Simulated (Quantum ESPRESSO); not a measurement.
# Fe (P6_3/mmc) in Quantum ESPRESSO: a series of runs

The runs below take Fe through Hubbard U by linear response, phonons, with PBEsol+U, LDA, PBEsol, PBE.

Everything below comes from runs of Quantum ESPRESSO 7.5. Logs are shortened: lines on timing, memory, paths and dates and some standing lists are left out, and cuts for length are marked.

## 1. Starting point

The structure is hexagonal, space group P6_3/mmc (No. 194). The conventional cell has a = 2.434 Å, b = 2.434 Å, c = 3.842 Å, α = 90.00°, β = 90.00°, γ = 120.00°. Fe (site symmetry -6m2) has 12 Fe at 2.38 to 2.43 Å as nearest neighbours.

This isn't the form of Fe at room conditions, which is bcc.

## 2. Hubbard U by linear response, PBEsol+U, collinear spin, ferromagnetic start

pw.in reads:

```
&CONTROL
  calculation = 'scf'
  prefix = 'pwscf'
  outdir = './tmp'
  pseudo_dir = './pseudo'
  tprnfor = .true.
  tstress = .true.
  disk_io = 'low'
/
&SYSTEM
  ibrav = 0
  nat = 2
  ntyp = 1
  ecutwfc = 45
  ecutrho = 360
  nbnd = 27
  occupations = 'smearing'
  smearing = 'mp'
  degauss = 0.00999582
  nspin = 2
  starting_magnetization(1) = 0.1875
/
&ELECTRONS
  conv_thr = 4d-10
  electron_maxstep = 120
  mixing_beta = 0.3
/
ATOMIC_SPECIES
Fe    55.8450 fe_pbesol_v1.5.uspp.F.UPF
CELL_PARAMETERS angstrom
   2.4341575853    0.0000000000    0.0000000000
  -1.2170787927    2.1080423057    0.0000000000
   0.0000000000    0.0000000000    3.8419344700
ATOMIC_POSITIONS crystal
Fe     0.6666666667    0.3333333333    0.7500000000
Fe     0.3333333333    0.6666666667    0.2500000000
K_POINTS automatic
10 10 6 0 0 0
HUBBARD {atomic}
U Fe-3d 0.0001
```

scf2.in reads:

```
&CONTROL
  calculation = 'scf'
  prefix = 'pwscf'
  outdir = './tmp'
  pseudo_dir = './pseudo'
  tprnfor = .true.
  tstress = .true.
  disk_io = 'low'
/
&SYSTEM
  ibrav = 0
  nat = 2
  ntyp = 1
  ecutwfc = 45
  ecutrho = 360
  nbnd = 27
  occupations = 'smearing'
  smearing = 'mp'
  degauss = 0.00999582
  nspin = 2
  starting_magnetization(1) = 0.1875
/
&ELECTRONS
  conv_thr = 1d-13
  electron_maxstep = 120
  mixing_beta = 0.3
  startingpot = 'file'
  startingwfc = 'file'
/
ATOMIC_SPECIES
Fe    55.8450 fe_pbesol_v1.5.uspp.F.UPF
CELL_PARAMETERS angstrom
   2.4341575853    0.0000000000    0.0000000000
  -1.2170787927    2.1080423057    0.0000000000
   0.0000000000    0.0000000000    3.8419344700
ATOMIC_POSITIONS crystal
Fe     0.6666666667    0.3333333333    0.7500000000
Fe     0.3333333333    0.6666666667    0.2500000000
K_POINTS automatic
10 10 6 0 0 0
HUBBARD {atomic}
U Fe-3d 0.0001
```

hp.in reads:

```
&INPUTHP
  prefix = 'pwscf'
  outdir = './tmp'
  nq1 = 2
  nq2 = 2
  nq3 = 2
  conv_thr_chi = 1d-06
  niter_max = 80
  iverbosity = 1
  alpha_mix(1) = 0.15
/
```

Potentials or basis: GBRV 1.5 PBEsol.

Command:

```sh
OMP_NUM_THREADS=1 pw.x -in pw.in > pw.out
OMP_NUM_THREADS=1 pw.x -in scf2.in > scf2.out
OMP_NUM_THREADS=1 hp.x -in hp.in > hp.out
```

pw.out:

```text
This program is part of the open-source Quantum ESPRESSO suite
     for quantum simulation of materials; please cite
[... 9 lines left out ...]
     --------------------
     sticks:   dense  smooth     PW     G-vecs:    dense   smooth      PW
     Sum         517     253     85                15319     5431     989

     Using Slab Decomposition

     bravais-lattice index     =            0
     lattice parameter (alat)  =       4.5999  a.u.
     unit-cell volume          =     133.0377 (a.u.)^3
     number of atoms/cell      =            2
     number of atomic types    =            1
     number of electrons       =        32.00
     number of Kohn-Sham states=           27
     kinetic-energy cutoff     =      45.0000  Ry
     charge density cutoff     =     360.0000  Ry
     scf convergence threshold =      4.0E-10
     mixing beta               =       0.3000
     number of iterations used =            8  plain     mixing
     Exchange-correlation= SLA  PW   PSX  PSC
                           (   1   4  10   8   0   0   0)
     Hubbard projectors: atomic
     Hubbard parameters of DFT+U (Dudarev formulation) in eV:
     U(Fe-3d) =  0.0001

     Internal variables: lda_plus_u =T, lda_plus_u_kind = 0

     Internal variables: orbital_resolved =F, hub_pot_fix =F, apply_U = F

     celldm(1)=   4.599891  celldm(2)=   0.000000  celldm(3)=   0.000000
     celldm(4)=   0.000000  celldm(5)=   0.000000  celldm(6)=   0.000000

     crystal axes: (cart. coord. in units of alat)
               a(1) = (   1.000000   0.000000   0.000000 )
               a(2) = (  -0.500000   0.866025   0.000000 )
               a(3) = (   0.000000   0.000000   1.578343 )

     reciprocal axes: (cart. coord. in units 2 pi/alat)
               b(1) = (  1.000000  0.577350 -0.000000 )
               b(2) = (  0.000000  1.154701  0.000000 )
               b(3) = (  0.000000 -0.000000  0.633576 )

     PseudoPot. # 1 for Fe read from file:
     fe_pbesol_v1.5.uspp.F.UPF
     Pseudo is Ultrasoft + core correction, Zval = 16.0
     Generated by new atomic code, or converted to UPF format
     Using radial grid of  861 points,  6 beta functions with:
                l(1) =   0
                l(2) =   0
                l(3) =   1
                l(4) =   1
                l(5) =   2
                l(6) =   2
     Q(r) pseudized with  8 coefficients,  rinner =    1.000   1.000   1.000
                                                       1.000   1.000

     atomic species   valence    mass     pseudopotential
     Fe               16.00    55.84500     Fe( 1.00)

     Starting magnetic structure
     atomic species   magnetization
     Fe              0.188

     24 Sym. Ops., with inversion, found (12 have fractional translation)

   Cartesian axes

     site n.     atom                  positions (alat units)
         1        Fe     tau(   1) = (   0.5000000   0.2886751   1.1837569  )
         2        Fe     tau(   2) = (  -0.0000000   0.5773503   0.3945856  )

     number of k points=    56  Methfessel-Paxton smearing, width (Ry)=  0.0100
                       cart. coord. in units 2pi/alat
        k(    1) = (   0.0000000   0.0000000   0.0000000), wk =   0.0016667
        k(    2) = (   0.0000000   0.0000000   0.1055960), wk =   0.0033333
        k(    3) = (   0.0000000   0.0000000   0.2111920), wk =   0.0033333
        k(    4) = (   0.0000000   0.0000000  -0.3167880), wk =   0.0016667
        k(    5) = (   0.0000000   0.1154701   0.0000000), wk =   0.0100000
        k(    6) = (   0.0000000   0.1154701   0.1055960), wk =   0.0200000
[... 48 lines left out ...]
        k(   55) = (   0.3000000   0.5196152   0.2111920), wk =   0.0200000
        k(   56) = (   0.3000000   0.5196152  -0.3167880), wk =   0.0100000

     Dense  grid:    15319 G-vectors     FFT dimensions: (  27,  27,  48)

     Smooth grid:     5431 G-vectors     FFT dimensions: (  20,  20,  32)

     Check: negative core charge=   -0.000025
     Generating pointlists ...
     new r_m :   0.4033 (alat units)  1.8554 (a.u.) for type    1

     Initial potential from superposition of free atoms

     starting charge      30.0000, renormalised to      32.0000

     STARTING HUBBARD OCCUPATIONS:

     =================== HUBBARD OCCUPATIONS ===================
     ------------------------ ATOM    1 ------------------------
     Tr[ns(  1)] (up, down, total) =   5.00000  0.00000  5.00000
     Atomic magnetic moment for atom   1 =   5.00000
     SPIN  1
     eigenvalues:
       1.000  1.000  1.000  1.000  1.000
     eigenvectors (columns):
       1.000  0.000  0.000  0.000  0.000
       0.000  1.000  0.000  0.000  0.000
       0.000  0.000  1.000  0.000  0.000
       0.000  0.000  0.000  1.000  0.000
       0.000  0.000  0.000  0.000  1.000
     occupation matrix ns (before diag.):
       1.000  0.000  0.000  0.000  0.000
       0.000  1.000  0.000  0.000  0.000
       0.000  0.000  1.000  0.000  0.000
       0.000  0.000  0.000  1.000  0.000
       0.000  0.000  0.000  0.000  1.000
     SPIN  2
     eigenvalues:
       0.000  0.000  0.000  0.000  0.000
     eigenvectors (columns):
[... 27 lines left out ...]
       0.000  0.000  0.000  1.000  0.000
       0.000  0.000  0.000  0.000  1.000
     SPIN  2
     eigenvalues:
       0.000  0.000  0.000  0.000  0.000
     eigenvectors (columns):
       1.000  0.000  0.000  0.000  0.000
       0.000  1.000  0.000  0.000  0.000
       0.000  0.000  1.000  0.000  0.000
       0.000  0.000  0.000  1.000  0.000
       0.000  0.000  0.000  0.000  1.000
     occupation matrix ns (before diag.):
       0.000  0.000  0.000  0.000  0.000
       0.000  0.000  0.000  0.000  0.000
       0.000  0.000  0.000  0.000  0.000
       0.000  0.000  0.000  0.000  0.000
       0.000  0.000  0.000  0.000  0.000

     Number of occupied Hubbard levels =   10.0000

     Atomic wfc used for Hubbard projectors are NOT orthogonalized

     Starting wfcs are   26 randomized atomic wfcs +    1 random wfcs

     Self-consistent Calculation

     iteration #  1     ecut=    45.00 Ry     beta= 0.30
     Davidson diagonalization with overlap
     ethr =  1.00E-02,  avg # of iterations =  4.7

     =================== HUBBARD OCCUPATIONS ===================
     ------------------------ ATOM    1 ------------------------
     Tr[ns(  1)] (up, down, total) =   3.51421  2.45847  5.97268
     Atomic magnetic moment for atom   1 =   1.05574
     SPIN  1
     eigenvalues:
       0.686  0.705  0.705  0.709  0.709
     eigenvectors (columns):
      -1.000 -0.000  0.000 -0.000  0.000
      -0.000  0.000  0.000  0.862 -0.506
       0.000  0.000 -0.000  0.506  0.862
      -0.000 -0.499 -0.867  0.000 -0.000
      -0.000  0.867 -0.499 -0.000 -0.000
     occupation matrix ns (before diag.):
       0.686 -0.000  0.000 -0.000 -0.000
      -0.000  0.709 -0.000  0.000  0.000
       0.000 -0.000  0.709 -0.000 -0.000
      -0.000  0.000 -0.000  0.705  0.000
      -0.000  0.000 -0.000  0.000  0.705
     SPIN  2
     eigenvalues:
       0.489  0.489  0.492  0.492  0.497
     eigenvectors (columns):
[... 27 lines left out ...]
      -0.000  0.000 -0.000  0.705  0.000
      -0.000  0.000 -0.000  0.000  0.705
     SPIN  2
     eigenvalues:
       0.489  0.489  0.492  0.492  0.497
     eigenvectors (columns):
       0.000 -0.000  0.000  0.000 -1.000
       0.000  0.000  0.862  0.506  0.000
       0.000 -0.000  0.506 -0.862 -0.000
      -0.494 -0.869  0.000  0.000  0.000
       0.869 -0.494 -0.000  0.000  0.000
     occupation matrix ns (before diag.):
       0.497 -0.000  0.000 -0.000 -0.000
      -0.000  0.492 -0.000  0.000  0.000
       0.000 -0.000  0.492 -0.000 -0.000
      -0.000  0.000 -0.000  0.489  0.000
      -0.000  0.000 -0.000  0.000  0.489

     Number of occupied Hubbard levels =   11.9454

     total energy              =    -499.45894926 Ry
     estimated scf accuracy    <       4.80877897 Ry

     total magnetization       =     2.03 Bohr mag/cell
     absolute magnetization    =     2.13 Bohr mag/cell

     iteration #  2     ecut=    45.00 Ry     beta= 0.30
     Davidson diagonalization with overlap
     ethr =  1.00E-02,  avg # of iterations =  2.0
[... 194 lines left out ...]
     total magnetization       =    -0.00 Bohr mag/cell
     absolute magnetization    =     0.00 Bohr mag/cell

     iteration # 22     ecut=    45.00 Ry     beta= 0.30
     Davidson diagonalization with overlap
     ethr =  5.63E-11,  avg # of iterations =  1.2

     Magnetic moment per site  (integrated on atomic sphere of radius R)
     atom   1 (R=0.403)  charge= 14.3750  magn= -0.0001
     atom   2 (R=0.403)  charge= 14.3750  magn= -0.0001

     End of self-consistent calculation

     =================== HUBBARD OCCUPATIONS ===================
     ------------------------ ATOM    1 ------------------------
     Tr[ns(  1)] (up, down, total) =   3.48199  3.48208  6.96407
     Atomic magnetic moment for atom   1 =  -0.00008
     SPIN  1
     eigenvalues:
       0.680  0.696  0.696  0.705  0.705
     eigenvectors (columns):
      -1.000 -0.000  0.000  0.000 -0.000
      -0.000  0.000  0.000 -0.862  0.506
       0.000  0.000 -0.000 -0.506 -0.862
      -0.000 -0.495 -0.869 -0.000  0.000
      -0.000  0.869 -0.495  0.000  0.000
     occupation matrix ns (before diag.):
       0.680 -0.000  0.000 -0.000 -0.000
      -0.000  0.705 -0.000  0.000  0.000
       0.000 -0.000  0.705 -0.000 -0.000
      -0.000  0.000 -0.000  0.696  0.000
      -0.000  0.000 -0.000  0.000  0.696
     SPIN  2
     eigenvalues:
       0.680  0.696  0.696  0.705  0.705
     eigenvectors (columns):
[... 27 lines left out ...]
      -0.000  0.000 -0.000  0.696  0.000
      -0.000  0.000 -0.000  0.000  0.696
     SPIN  2
     eigenvalues:
       0.680  0.696  0.696  0.705  0.705
     eigenvectors (columns):
      -1.000 -0.000  0.000  0.000 -0.000
      -0.000  0.000  0.000 -0.862  0.506
       0.000  0.000 -0.000 -0.506 -0.862
      -0.000 -0.495 -0.869 -0.000  0.000
      -0.000  0.869 -0.495  0.000  0.000
     occupation matrix ns (before diag.):
       0.680 -0.000  0.000 -0.000 -0.000
      -0.000  0.705 -0.000  0.000  0.000
       0.000 -0.000  0.705 -0.000 -0.000
      -0.000  0.000 -0.000  0.696  0.000
      -0.000  0.000 -0.000  0.000  0.696

     Number of occupied Hubbard levels =   13.9281

     Number of k-points >= 100: set verbosity='high' to print the bands.

     the Fermi energy is    21.4184 ev

!    total energy              =    -500.39257884 Ry
     estimated scf accuracy    <          1.5E-10 Ry
     smearing contrib. (-TS)   =      -0.00002702 Ry
     internal energy E=F+TS    =    -500.39255182 Ry

     The total energy is F=E-TS. E is the sum of the following terms:
     one-electron contribution =    -200.07629185 Ry
     hartree contribution      =     122.35540594 Ry
     xc contribution           =     -57.77519343 Ry
     ewald contribution        =    -364.89648802 Ry
     Hubbard energy            =       0.00001553 Ry

     total magnetization       =    -0.00 Bohr mag/cell
     absolute magnetization    =     0.00 Bohr mag/cell

     convergence has been achieved in  22 iterations

     Forces acting on atoms (cartesian axes, Ry/au):

     atom    1 type  1   force =    -0.00000000   -0.00000000    0.00000000
     atom    2 type  1   force =     0.00000000    0.00000000    0.00000000

     Total force =     0.000000     Total SCF correction =     0.000000

     Computing stress (Cartesian axis) and pressure

          total   stress  (Ry/bohr**3)                   (kbar)     P=      -20.94
  -0.00009758  -0.00000000   0.00000000          -14.35       -0.00        0.00
  -0.00000000  -0.00009758   0.00000000           -0.00      -14.35        0.00
  -0.00000000  -0.00000000  -0.00023187           -0.00       -0.00      -34.11

=------------------------------------------------------------------------------=
   JOB DONE.
=------------------------------------------------------------------------------=
```

Run time: 13 min. Hardware: 1 thread of Arm Neoverse V1, shared host; peak memory 0.12 GiB.

What came out:

```yaml
Free_energy: -6808.1879 eV
Pressure: -2.1 GPa
Band_gap_on_the_k_mesh: none (metal or under the smearing width)
Net_moment: 0.00 μB per cell
Absolute_moment: 0.00 μB per cell
Valence_electrons_inside_the_program's_atomic_spheres: Fe 14.38
Hubbard_U_from_linear_response: 7.65, 7.65 eV
```

Eigenvalues of the final occupation matrices:
```csv
site,spin,trace,eigenvalues
Fe 1 3d,1,3.48,0.68 0.70 0.70 0.70 0.70
Fe 1 3d,2,3.48,0.68 0.70 0.70 0.70 0.70
Fe 2 3d,1,3.48,0.68 0.70 0.70 0.70 0.70
Fe 2 3d,2,3.48,0.68 0.70 0.70 0.70 0.70
```

Hubbard U from linear response:
| site | manifold | U (eV) |
| --- | --- | --- |
| 1 | Fe-3d | 7.65 |
| 2 | Fe-3d | 7.65 |
On the first site the bare response is -1.595 and the screened one -0.118 eV⁻¹.

Caveat: the starting moments collapsed, and a magnetic state may lie lower; the U is typed as a test and isn't derived for this compound. The state reached can hang on the start; a lower one may exist.

(Continued in part 2 of 3.)
